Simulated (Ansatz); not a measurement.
The system is ZrC.

```
CELL_PARAMETERS angstrom
0.00000 2.36500 2.36500
2.36500 0.00000 2.36500
2.36500 2.36500 0.00000
ATOMIC_POSITIONS crystal
Zr 0.50000 0.50000 0.50000
C 0.00000 0.00000 0.00000
```

Below is the output of Ansatz 0.2.0 for this cell. Logs are shortened: lines on timing, memory, paths and dates and some standing lists are left out, and cuts for length are marked.

```text
Warning: RAYON_NUM_THREADS=2 ignored (pool sized by the plan → 2); use --threads N
Engine: ansatz 0.2.0, aarch64-unknown-linux-gnu
Pseudopotentials: kind: paw
Pseudopotential: Zr, paw, valence charge 12, recommended cutoff 420 eV (normal), Zr.paw.azcp
Pseudopotential: C, paw, valence charge 4, recommended cutoff 420 eV (normal), C.paw.azcp
Functional definition: PBE
  parameter kappa = 0.804
  parameter beta = 0.06672455060314922
  exchange = pbe_x(kappa = kappa, mu = beta*pi^2/3)
  correlation = pbe_c(beta = beta)
Crystal: 2 atoms, lattice volume = 26.456 Å³
Basis set: ecut = 420 eV, 531 PW (Γ), exchange–correlation on 48×48×48 points (8 copies of the dense FFT grid, shifted against one another)
Bands: 12, of which v1, the nominal top of the filled ones, is band 8 counted from 1 (7 counted from 0)
Symmetry: 48 space group operations
Space group: Fm-3m (ITA 225), of the structure as read, at distance tolerance 3.0e-5 Å
k-points: 47 of 1000
Non-local potential: Zr, projectors of the file, l = 0: 3, l = 1: 2, l = 2: 2, l = 3: 2
Non-local potential: C, projectors of the file, l = 0: 2, l = 1: 2, l = 2: 1
PAW form: soft (Blöchl's): semilocal exchange-correlation on the pseudo side does not see the compensation charge
PAW one-centre angular grid: Zr, 590 points (default); XC on 64 Gauss nodes
PAW one-centre angular grid: C, 110 points (default); XC on 64 Gauss nodes
Initial density: superposition of atomic densities (neutral atoms: chi_scale 0, normalization atom), corrected by the library's trained network
Initial wavefunctions: pseudopotential atomic-orbital guess
Functional: x = pbe(κ = 0.804, μ = 0.2195149727645171), c = pbe(β = 0.06672455060314922)
SCF iter   1: F=—  HF=-4436.490947 eV  |F-HF|=—  |Δ(HF+E_count)|=         —  Δρ=1.58e-3  dr2=6.67e-4  ethr=1.77e-3  ⟨swp⟩=5.6  Hψ=2877  notcnv=0
preconditioner: auto → none  [insulator: Δε(μ)=0.099 eV  Ē_g=17.920 eV  σ=0.012 eV  W_gap=1.00  n_scr=8 (ndim 8)  ℏωp=27.0 eV  f_vac=0.000  D(μ)=0.00/eV (n_scr^D=0)  ε∞_Penn≈3.3]
SCF iter   2: F=—  HF=-4436.490479 eV  |F-HF|=—  |Δ(HF+E_count)|=   4.69e-4  Δρ=5.79e-4  dr2=4.95e-5  ethr=4.17e-6  ⟨swp⟩=2.3  Hψ=1392  notcnv=0
SCF iter   3: F=—  HF=-4436.490488 eV  |F-HF|=—  |Δ(HF+E_count)|=   9.67e-6  Δρ=1.51e-4  dr2=1.73e-6  ethr=3.09e-7  ⟨swp⟩=2.1  Hψ=783  notcnv=0
iter 4 did not close the SCF: its close was put off for the readings that it lacked (scf_convergence_deferred on its scf_iter line)
SCF iter   4: F=-4436.490490 eV  HF=-4436.490490 eV  |F-HF|=6.04e-8  |Δ(HF+E_count)|=   1.59e-6  Δρ=3.04e-5  dr2=7.06e-8  ethr=1.08e-8  ⟨swp⟩=2.4  Hψ=936  notcnv=0
iter 5 did not close the SCF: its close was put off for the readings that it lacked (scf_convergence_deferred on its scf_iter line)
SCF iter   5: F=-4436.490490 eV  HF=-4436.490490 eV  |F-HF|=1.42e-9  |Δ(HF+E_count)|=   7.22e-8  Δρ=5.24e-6  dr2=4.23e-9  ethr=4.41e-10  ⟨swp⟩=2.9  Hψ=963  notcnv=0
SCF iter   6: F=-4436.490490 eV  HF=-4436.490490 eV  |F-HF|=9.09e-13  |Δ(HF+E_count)|=  1.83e-10  Δρ=3.30e-7  dr2=1.10e-11  ethr=2.64e-11  ⟨swp⟩=2.0  Hψ=1771  notcnv=0
SCF 1 converged in 6 iterations: F = -4436.490490 eV  dr2 = 1.10e-11
  greatest PAW one-centre occupation: 0.995 electrons in one spin orbital (limit 2), on the Zr atom at site 0 (counted from 0), in its partial waves of l = 0
SCF converged after 6 iterations
Free energy (F): -4436.490490 eV
Harris-Foulkes:  -4436.490490 eV  (|F-HF|=9.09e-13)
Internal energy: -4436.490490 eV  (E = F + TS)
E sigma→0 (E₀):  -4436.490490 eV
Fermi energy:    14.539831 eV
--- Per-component energies (eV) ---
  E_band       = -54.043048
  E_kinetic    = 421.276466
  E_local      = -604.445005  (includes V_loc(G=0)·N_el)
  E_nonlocal   = 104.313958
  E_hartree    = 181.197296
  E_xc         = -211.039620
  E_vxc        = -252.250149  (∫ρ·V_xc dr)
  E_paw        = -3051.929796  (= ΣΔE_a)
  E_vpaw       = -85.332997  (= ΣTr[D̂ρ^β])
  E_aug_tail   = 0.000038  (compensation charges beyond the density's cutoff)
  E_ewald      = -1275.863827
  E_smearing   = -0.000000  (= −TS)
  E_closure    = 0.000000  (closes the sum)
  Σ components = -4436.490490   (vs F -4436.490490, Δ=0.00e0)
--- Forces (eV/Å), atoms counted from 1 ---
  atom   1  Zr     0.00000000    -0.00000000     0.00000000
  atom   2  C     -0.00000000    -0.00000000    -0.00000000
  max |Σ_I F_I| component: 2.95e-29 eV/Å
--- Stress (GPa, compression-positive) ---
       -2.958674      -0.000000      -0.000000
        0.000000      -2.958674      -0.000000
       -0.000000      -0.000000      -2.958674
  P = ⅓ Tr σ = -2.9587 GPa (-29.587 kbar)
--- Band table (eV; the first three rows and the last of 47) ---
  k-point 0: bands = ["-33.6201", "-11.3443", "-11.3443", "-11.3443", "3.3091", "15.4803", "15.4803", "15.4803", "15.6388", "15.6388", "15.6388", "17.3090"]
  k-point 1: bands = ["-33.6113", "-11.4258", "-11.3515", "-11.3515", "3.5276", "14.1950", "14.4878", "14.4878", "16.0022", "16.0022", "16.4307", "18.3947"]
  k-point 2: bands = ["-33.5882", "-11.6331", "-11.3702", "-11.3702", "4.1296", "12.6194", "13.3195", "13.3195", "16.6380", "16.6380", "16.9878", "20.2313"]
  k-point 46: bands = ["-33.4961", "-11.8867", "-11.7574", "-11.6284", "5.0724", "12.1619", "12.2436", "12.2544", "16.9286", "18.5868", "20.0869", "21.0022"]
```

Problem. Write the input and the command behind it.

Solution. Single point with PBE, no spin polarisation. The files as run (others can give the same):

input.yaml
```yaml
crystal:
  lattice:
    - [0.0, 2.365, 2.365]
    - [2.365, 0.0, 2.365]
    - [2.365, 2.365, 0.0]
  atoms:
    - { symbol: Zr, position: [0.5, 0.5, 0.5] }
    - { symbol: C, position: [0.0, 0.0, 0.0] }
hamiltonian:
  xc: pbe
  pseudopotentials: { kind: paw }
kpoints:
  mp_grid: { grid: [10, 10, 10] }
scf:
  occupations: { method: gaussian, width: 0.012 }
output:
  forces: true
  stress: true
  eigenvalues: true
```

Potentials or basis: Ansatz PAW.
Command:
```bash
$ ansatz run input.yaml --threads 2 --pin off --max-ram 5632MiB --backend cpu --events-out ev --progress --plain --runs-dir out
```
